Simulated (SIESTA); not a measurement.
Crystal: Te2Mo.

```xyz
6
Lattice="3.5182 0.0000 0.0000 -1.7591 3.0469 0.0000 0.0000 0.0000 13.9736" Properties=species:S:1:pos:R:3 pbc="T T T"
Te    1.7591    1.0156    5.2960
Te    0.0000    2.0312   12.2828
Te    1.7591    1.0156    1.6908
Te    0.0000    2.0312    8.6776
Mo    1.7591    1.0156   10.4802
Mo    0.0000    2.0312    3.4934
```

```yaml
Program: SIESTA 5.4.2
Task: relaxation of cell and atoms
Functional: B86bPBE
Potentials_or_basis: PseudoDojo 0.4 standard (PBE files)
Basis: DZP (energy shift 0.002 Ry)
Grid_cutoff: 800 Ry
Energy_shift: 0.002 Ry
k_mesh: 9 × 9 × 2
Occupations: fermi-dirac, width 0.05 eV
Spin: no spin polarisation
```

At the start: pressure 7.5 GPa; volume 24.96 Å³/atom.

Q: Where does the relaxation end?

A: Over 14 steps the energy falls by 45.6 meV/atom and the volume is 28.01 Å³/atom (+12.2 %); space group P6_3/mmc (No. 194, to 0.05 Å).

The path:
| step | energy change (eV) | largest force (eV/Å) | pressure (GPa) | volume (Å³) |
| --- | --- | --- | --- | --- |
| 1 | 0.0000 | 0.7878 | 7.50 | 149.79 |
| 2 | -0.0808 | 0.4763 | 5.85 | 151.04 |
| 3 | -0.1751 | 0.2364 | 1.67 | 154.72 |
| 4 | -0.1829 | 0.2673 | 1.30 | 155.41 |
| 5 | -0.2223 | 0.3143 | -0.03 | 159.61 |
| 6 | -0.2385 | 0.2112 | -0.69 | 162.91 |
| 7 | -0.2437 | 0.0813 | -0.28 | 162.93 |
| 8 | -0.2456 | 0.0089 | 0.10 | 162.44 |
| 9 | -0.2466 | 0.0177 | 0.27 | 162.22 |
| 10 | -0.2496 | 0.0585 | 0.57 | 162.05 |
| 11 | -0.2560 | 0.0721 | 0.83 | 162.58 |
| 12 | -0.2651 | 0.1847 | 1.23 | 166.66 |
| 13 | -0.2707 | 0.0878 | 0.73 | 166.78 |
| 14 | -0.2739 | 0.0058 | 0.11 | 168.04 |

Final structure:
```
Te Mo
1.0
     3.60496   -0.00024    0.00000
    -1.80269    3.12187    0.00000
    -0.00001    0.00000   14.93182
Te Mo
4 2
Direct
  0.66666 0.33334 0.37297
  0.33334 0.66666 0.87297
  0.66666 0.33334 0.12703
  0.33334 0.66666 0.62703
  0.66666 0.33334 0.75000
  0.33334 0.66666 0.25000
```

Caveat: semicore shells carry a single zeta, which can move pressures by several GPa and volumes by a few percent; the potentials were made for another functional, which shifts forces and pressure; the volume moved by +12 % from the deposited cell, more than functionals usually miss; the basis of atomic orbitals isn't converged, which shifts pressures, moduli and gaps.
